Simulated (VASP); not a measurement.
# BAs (F-43m) in VASP: further runs

One crystal, BAs, is run at these levels: PBE; tasks: single point.

Program: VASP 6.6.1. These are calculated values, not measurements. Logs are shortened: lines on timing, memory, paths and dates and some standing lists are left out, and cuts for length are marked.

## Step 1: The structure

Symmetry: F-43m, No. 216, cubic system. The conventional cell has a = 4.777 Å, b = 4.777 Å, c = 4.777 Å, α = 90.00°, β = 90.00°, γ = 90.00°. As (site symmetry -43m) has 4 B at 2.07 Å as nearest neighbours. Around B (site symmetry -43m) lie 4 As at 2.07 Å.

## Step 2: Single point, PBE, spin-orbit coupling, no magnetisation

INCAR reads:

```
SYSTEM = BAs
ALGO = Normal
EDIFF = 1E-7
ENCUT = 400
GGA = PE
GGA_COMPAT = .False.
ISIF = 2
ISMEAR = 0
LASPH = .True.
LCHARG = .False.
LORBIT = 11
LREAL = .False.
LSORBIT = .True.
LWAVE = .False.
MAGMOM = 0 0 0 0 0 0
NBANDS = 24
NELM = 100
PREC = Normal
SIGMA = 0.02
```

KPOINTS reads:

```
k-points
0
Gamma
  7 7 7
  0 0 0
```

POSCAR reads:

```
BAs
1.0
    0.0000000000      2.3885000000      2.3885000000
    2.3885000000      0.0000000000      2.3885000000
    2.3885000000      2.3885000000      0.0000000000
As B
1 1
Direct
    0.7500000000      0.7500000000      0.7500000000
    0.0000000000      0.0000000000      0.0000000000
```

Potentials or basis: VASP PAW PBE potentials, release 64 (As, B).

The run is started by

```console
$ cat potpaw_PBE.64/As/POTCAR potpaw_PBE.64/B/POTCAR > POTCAR
$ mpirun -np 1 vasp_ncl > vasp.out
```

OUTCAR:

```text
SYSTEM = BAs
   EDIFF = 1E-7
   ENCUT = 400
   GGA = PE
   ISIF = 2
   ISMEAR = 0
   LASPH = .True.
   LORBIT = 11
   LREAL = .False.
   LSORBIT = .True.
   NELM = 100
   PREC = Normal

 Found     30 irreducible k-points:

 Following reciprocal coordinates:
            Coordinates               Weight
  0.000000  0.000000  0.000000      1.000000
  0.142857  0.000000  0.000000      4.000000
 -0.142857  0.000000  0.000000      4.000000
  0.285714  0.000000  0.000000      4.000000
 -0.285714  0.000000  0.000000      4.000000
  0.428571  0.000000  0.000000      4.000000
   k-points           NKPTS =     30   k-points in BZ     NKDIM =     30   number of bands    NBANDS=     24
   number of dos      NEDOS =    301   number of ions     NIONS =      2
   total plane-waves  NPLWV =   5832
   dimension x,y,z NGX =    18 NGY =   18 NGZ =   18
   dimension x,y,z NGXF=    36 NGYF=   36 NGZF=   36
   ions per type =               1   1
   NGX,Y,Z   is equivalent  to a cutoff of   8.86,  8.86,  8.86 a.u.
   NGXF,Y,Z  is equivalent  to a cutoff of  17.72, 17.72, 17.72 a.u.
 SYSTEM =  BAs
   PREC   = normal    normal or accurate (medium, high low for compatibility)
   ISTART =      0    job   : 0-new  1-cont  2-samecut
   ICHARG =      2    charge: 1-file 2-atom 10-const
   ISPIN  =      1    spin polarized calculation?
   LNONCOLLINEAR =      T non collinear calculations
   LSORBIT =      T    spin-orbit coupling
   LASPH  =      T    aspherical Exc in radial PAW
   ENCUT  =  400.0 eV  29.40 Ry    5.42 a.u.   5.51  5.51  5.51*2*pi/ulx,y,z
   NELM   =    100;   NELMIN=  2; NELMDL= -5     # of ELM steps
   EDIFF  = 0.1E-06   stopping-criterion for ELM
   LREAL  =      F    real-space projection
   EDIFFG = 0.1E-05   stopping-criterion for IOM
   NSW    =      0    number of steps for IOM
   IBRION =     -1    ionic relax: 0-MD 1-quasi-New 2-CG
   NFREE  =      0    steps in history (QN), initial steepest desc. (CG)
   ISIF   =      2    stress and relaxation
   ISYM   =      2    0-nonsym 1-usesym 2-fastsym
   POTIM  = 0.5000    time-step for ionic-motion
   TEBEG  =    0.0;   TEEND  =   0.0 temperature during run
   PSTRESS=    0.0 pullay stress
   NELECT =       8.0000    total number of electrons
   NUPDOWN=      -1.0000    fix difference up-down
   EMIN   =  10.00;   EMAX   =-10.00  energy-range for DOS
   EFERMI =   0.00;   METHOD = LEGACY
   ISMEAR =     0;   SIGMA  =   0.02  broadening in eV -4-tet -1-fermi 0-gaus
   EFERMI_NEDOS =   21; number of points for ismear=-14 and -15
   IALGO  =     38    algorithm
   IMIX   =      4    mixing-type and parameters
     AMIX     =   0.40;   BMIX     =  1.00
     AMIX_MAG =   1.60;   BMIX_MAG =  1.00
  volume/ion in A,a.u.               =      13.63        91.95
  Fermi-wavevector in a.u.,A,eV,Ry     =   1.088018  2.056057 16.106360  1.183784
  Thomas-Fermi vector in A             =   2.224191
   LORBIT       =     11    0 simple, 1 ext, 2 COOP (PROOUT), +10 PAW based schemes
   GGA     = PE    functional components
   LHFCALC =     F    Hartree Fock is set to
   AEXX    =    0.0000 exact exchange contribution
   IVDW    =     0    specifies the selected vdW correction
   LEPSILON=     F    determine dielectric tensor
   LRPA    =     F    only Hartree local field effects (RPA)
 Gauss-broadening in eV      SIGMA  =   0.02
  energy-cutoff  :      400.00
  volume of cell :       27.25
 maximum number of plane-waves:      1062
   NGX = 11   NGY = 11   NGZ = 11

 number of electron       8.0000004 magnetization      -0.0000000     -0.0000000     -0.0000000

 number of electron       8.0000004 magnetization       0.0000000     -0.0000000     -0.0000000

 number of electron       8.0000004 magnetization       0.0000000      0.0000000     -0.0000000

 number of electron       8.0000004 magnetization       0.0000000      0.0000000      0.0000000

 Free energy of the ion-electron system (eV)
  ---------------------------------------------------
  ext. energy  EPLUGINS =         0.00000000
  ---------------------------------------------------
  free energy    TOTEN  =       -11.40989844 eV

  energy without entropy =      -11.40989844  energy(sigma->0) =      -11.40989844

 E-fermi :   6.3387     XC(G=0): -10.5835

 val. band max:        6.1924612568   @ k =   0.0000   0.0000   0.0000
 cond. band min:       7.3239941358   @ k =   0.4286   0.4286   0.0000
 fundamental gap:      1.1315328789
 Fermi energy:         6.3386500923

 k-point     1 :       0.0000    0.0000    0.0000
  band No.  band energies     occupation
      1      -9.2732      1.00000
      2      -9.2732      1.00000
      3       5.9883      1.00000
      4       5.9883      1.00000
      5       6.1925      1.00000
      6       6.1925      1.00000
[... 12 lines left out ...]
     19      19.0780      0.00000
     20      19.0780      0.00000

 k-point     2 :       0.1429    0.0000    0.0000
  band No.  band energies     occupation
      1      -8.9394      1.00000
      2      -8.9394      1.00000
      3       3.7351      1.00000
      4       3.7351      1.00000
      5       5.5196      1.00000
      6       5.5196      1.00000
[... 12 lines left out ...]
     19      17.5677      0.00000
     20      17.5825      0.00000

 k-point     3 :      -0.1429    0.0000    0.0000
  band No.  band energies     occupation
      1      -8.9394      1.00000
      2      -8.9394      1.00000
      3       3.7351      1.00000
      4       3.7351      1.00000
      5       5.5196      1.00000
      6       5.5196      1.00000
[... 12 lines left out ...]
     19      17.5677      0.00000
     20      17.5825      0.00000

 k-point     4 :       0.2857    0.0000    0.0000
  band No.  band energies     occupation
      1      -7.9806      1.00000
      2      -7.9806      1.00000
      3       0.3825      1.00000
      4       0.3825      1.00000
      5       4.7353      1.00000
      6       4.7353      1.00000
[... 12 lines left out ...]
     19      17.5880      0.00000
     20      17.5880      0.00000

 k-point     5 :      -0.2857    0.0000    0.0000
  band No.  band energies     occupation
      1      -7.9806      1.00000
      2      -7.9806      1.00000
      3       0.3825      1.00000
      4       0.3825      1.00000
      5       4.7353      1.00000
      6       4.7353      1.00000
[... 12 lines left out ...]
     19      17.5880      0.00000
     20      17.5880      0.00000

 k-point     6 :       0.4286    0.0000    0.0000
  band No.  band energies     occupation
      1      -6.7026      1.00000
      2      -6.7026      1.00000
      3      -2.1956      1.00000
      4      -2.1956      1.00000
      5       4.2906      1.00000
      6       4.2906      1.00000
[... 12 lines left out ...]
     19      19.7619      0.00000
     20      19.7619      0.00000

 [... further k-points ...]

 [bands above 20 left out]

------------------------ aborting loop because EDIFF is reached ----------------------------------------

  FORCE on cell =-STRESS in cart. coord.  units (eV):
  Direction    XX          YY          ZZ          XY          YZ          ZX
  --------------------------------------------------------------------------------------
  -------------------------------------------------------------------------------------
  Total        0.5876047      0.5876047      0.5876047      0.0000000      0.0000000      0.0000000
  in kB       34.5453886     34.5453886     34.5453886      0.0000000      0.0000000      0.0000000
  external PRESSURE =      34.5453886 kB  Pullay stress =       0.0000000 kB

 VOLUME and BASIS-vectors are now :
 -----------------------------------------------------------------------------
  energy-cutoff  :      400.00
  volume of cell :       27.25
      direct lattice vectors                 reciprocal lattice vectors
     0.000000000  2.388500000  2.388500000    -0.209336404  0.209336404  0.209336404
     2.388500000  0.000000000  2.388500000     0.209336404 -0.209336404  0.209336404
     2.388500000  2.388500000  0.000000000     0.209336404  0.209336404 -0.209336404

 POSITION                                       TOTAL-FORCE (eV/Angst)
 -----------------------------------------------------------------------------------
      3.58275      3.58275      3.58275        -0.000000     -0.000000     -0.000000
      0.00000      0.00000      0.00000         0.000000      0.000000      0.000000
 -----------------------------------------------------------------------------------
    total drift:                               -0.000001     -0.000001     -0.000001

  FREE ENERGIE OF THE ION-ELECTRON SYSTEM (eV)
  ---------------------------------------------------
  free  energy   TOTEN  =       -11.4098984428 eV

  energy  without entropy=      -11.4098984428  energy(sigma->0) =      -11.40989844

 Spin-Orbit-Coupling matrix elements

 Ion:    1  E_soc:     -0.0211831
 l=   1
     0.0000000    -0.0035043    -0.0035043
    -0.0035043     0.0000000    -0.0035043
    -0.0035043    -0.0035043     0.0000000
 l=   2
     0.0000000    -0.0000133     0.0000000    -0.0000133    -0.0000129
    -0.0000133     0.0000000    -0.0000097    -0.0000133    -0.0000032
     0.0000000    -0.0000097     0.0000000    -0.0000097     0.0000000
    -0.0000133    -0.0000133    -0.0000097     0.0000000    -0.0000032
    -0.0000129    -0.0000032     0.0000000    -0.0000032     0.0000000
 l=   3
     0.0000000     0.0000000     0.0000000     0.0000000     0.0000000     0.0000000     0.0000000
     0.0000000     0.0000000     0.0000000     0.0000000     0.0000000     0.0000000     0.0000000
     0.0000000     0.0000000     0.0000000     0.0000000     0.0000000     0.0000000     0.0000000
     0.0000000     0.0000000     0.0000000     0.0000000     0.0000000     0.0000000     0.0000000
     0.0000000     0.0000000     0.0000000     0.0000000     0.0000000     0.0000000     0.0000000
     0.0000000     0.0000000     0.0000000     0.0000000     0.0000000     0.0000000     0.0000000
     0.0000000     0.0000000     0.0000000     0.0000000     0.0000000     0.0000000     0.0000000

 Ion:    2  E_soc:     -0.0000091
 l=   1
     0.0000000    -0.0000015    -0.0000015
    -0.0000015     0.0000000    -0.0000015
    -0.0000015    -0.0000015     0.0000000
 l=   2
     0.0000000     0.0000000     0.0000000     0.0000000     0.0000000
     0.0000000     0.0000000     0.0000000     0.0000000     0.0000000
     0.0000000     0.0000000     0.0000000     0.0000000     0.0000000
     0.0000000     0.0000000     0.0000000     0.0000000     0.0000000
     0.0000000     0.0000000     0.0000000     0.0000000     0.0000000
 l=   3
     0.0000000     0.0000000     0.0000000     0.0000000     0.0000000     0.0000000     0.0000000
     0.0000000     0.0000000     0.0000000     0.0000000     0.0000000     0.0000000     0.0000000
     0.0000000     0.0000000     0.0000000     0.0000000     0.0000000     0.0000000     0.0000000
     0.0000000     0.0000000     0.0000000     0.0000000     0.0000000     0.0000000     0.0000000
     0.0000000     0.0000000     0.0000000     0.0000000     0.0000000     0.0000000     0.0000000
     0.0000000     0.0000000     0.0000000     0.0000000     0.0000000     0.0000000     0.0000000
     0.0000000     0.0000000     0.0000000     0.0000000     0.0000000     0.0000000     0.0000000

 total charge

# of ion       s       p       d       tot
------------------------------------------
    1        1.172   1.664   0.089   2.925
    2        0.659   1.181   0.000   1.840
--------------------------------------------------
tot          1.831   2.845   0.089   4.765

 magnetization (x)

# of ion       s       p       d       tot
------------------------------------------
    1       -0.000   0.000   0.000   0.000
    2       -0.000   0.000   0.000  -0.000
--------------------------------------------------
tot         -0.000   0.000   0.000  -0.000

 magnetization (y)

# of ion       s       p       d       tot
------------------------------------------
    1       -0.000   0.000   0.000   0.000
    2       -0.000   0.000   0.000  -0.000
--------------------------------------------------
tot         -0.000   0.000   0.000  -0.000

 magnetization (z)

# of ion       s       p       d       tot
------------------------------------------
    1        0.000   0.000  -0.000  -0.000
    2       -0.000  -0.000   0.000  -0.000
--------------------------------------------------
tot         -0.000  -0.000  -0.000  -0.000
```

Run time: 8.4 s. Hardware: 1 thread of Intel Xeon 6975P-C (Granite Rapids), shared host; peak memory 0.15 GiB.

These settings aren't checked as converged: the numbers below hold their error.

What came out:

```
Free energy                                           : -11.4099 eV
Pressure                                              : 3.5 GPa
Valence electrons inside the program's atomic spheres : As 2.92; B 1.84
```

## Step 3: Single point, PBE, spin-orbit coupling, no magnetisation

Changes to INCAR since step 2:

```diff
@@ -8,3 +8,3 @@
 ISMEAR = 0
-LASPH = .True.
+LASPH = .False.
 LCHARG = .False.
@@ -17,3 +17,3 @@
 NELM = 100
-PREC = Normal
+PREC = Accurate
 SIGMA = 0.02
```

KPOINTS is that of step 2.

POSCAR is that of step 2.

Potentials or basis: VASP PAW PBE potentials, release 64 (As, B).

The run is started by

```console
$ cat potpaw_PBE.64/As/POTCAR potpaw_PBE.64/B/POTCAR > POTCAR
$ mpirun -np 1 vasp_ncl > vasp.out
```

OUTCAR:

```text
SYSTEM = BAs
   EDIFF = 1E-7
   ENCUT = 400
   GGA = PE
   ISIF = 2
   ISMEAR = 0
   LASPH = .False.
   LORBIT = 11
   LREAL = .False.
   LSORBIT = .True.
   NELM = 100
   PREC = Accurate

 Found     30 irreducible k-points:

 Following reciprocal coordinates:
            Coordinates               Weight
  0.000000  0.000000  0.000000      1.000000
  0.142857  0.000000  0.000000      4.000000
 -0.142857  0.000000  0.000000      4.000000
  0.285714  0.000000  0.000000      4.000000
 -0.285714  0.000000  0.000000      4.000000
  0.428571  0.000000  0.000000      4.000000
   k-points           NKPTS =     30   k-points in BZ     NKDIM =     30   number of bands    NBANDS=     24
   number of dos      NEDOS =    301   number of ions     NIONS =      2
   total plane-waves  NPLWV =  13824
[... 284 lines left out ...]
     0.0000000     0.0000000     0.0000000     0.0000000     0.0000000     0.0000000     0.0000000
     0.0000000     0.0000000     0.0000000     0.0000000     0.0000000     0.0000000     0.0000000
     0.0000000     0.0000000     0.0000000     0.0000000     0.0000000     0.0000000     0.0000000
     0.0000000     0.0000000     0.0000000     0.0000000     0.0000000     0.0000000     0.0000000
     0.0000000     0.0000000     0.0000000     0.0000000     0.0000000     0.0000000     0.0000000
     0.0000000     0.0000000     0.0000000     0.0000000     0.0000000     0.0000000     0.0000000

 total charge

# of ion       s       p       d       tot
------------------------------------------
    1        1.172   1.664   0.088   2.925
    2        0.659   1.181   0.000   1.840
--------------------------------------------------
tot          1.831   2.845   0.088   4.765

 magnetization (x)

# of ion       s       p       d       tot
------------------------------------------
    1        0.000  -0.000   0.000   0.000
    2        0.000  -0.000   0.000  -0.000
--------------------------------------------------
tot          0.000  -0.000   0.000  -0.000

 magnetization (y)

# of ion       s       p       d       tot
------------------------------------------
    1        0.000  -0.000   0.000  -0.000
    2        0.000   0.000   0.000   0.000
--------------------------------------------------
tot          0.000  -0.000   0.000  -0.000

 magnetization (z)

# of ion       s       p       d       tot
------------------------------------------
    1       -0.000  -0.000   0.000  -0.000
    2       -0.000  -0.000   0.000  -0.000
--------------------------------------------------
tot         -0.000  -0.000   0.000  -0.000
```

stdout:

```text
POSCAR found type information on POSCAR AsB
 POSCAR found :  2 types and       2 ions
 scaLAPACK will be used
 LDA part: xc-table for (Slater+PW92), standard interpolation
 POSCAR, INCAR and KPOINTS ok, starting setup
 FFT: planning ... GRIDC
 FFT: planning ... GRID_SOFT
 FFT: planning ... GRID
 WAVECAR not read
 entering main loop
```

It took 10 s on 1 thread of Intel Xeon 6975P-C (Granite Rapids), shared host; peak memory 0.2 GiB.

These settings aren't checked as converged: the numbers below hold their error.

Results:

```yaml
Free_energy: -11.4069 eV
Pressure: 3.5 GPa
Valence_electrons_inside_the_program's_atomic_spheres: As 2.92; B 1.84
```

(Continued in part 2 of 2.)
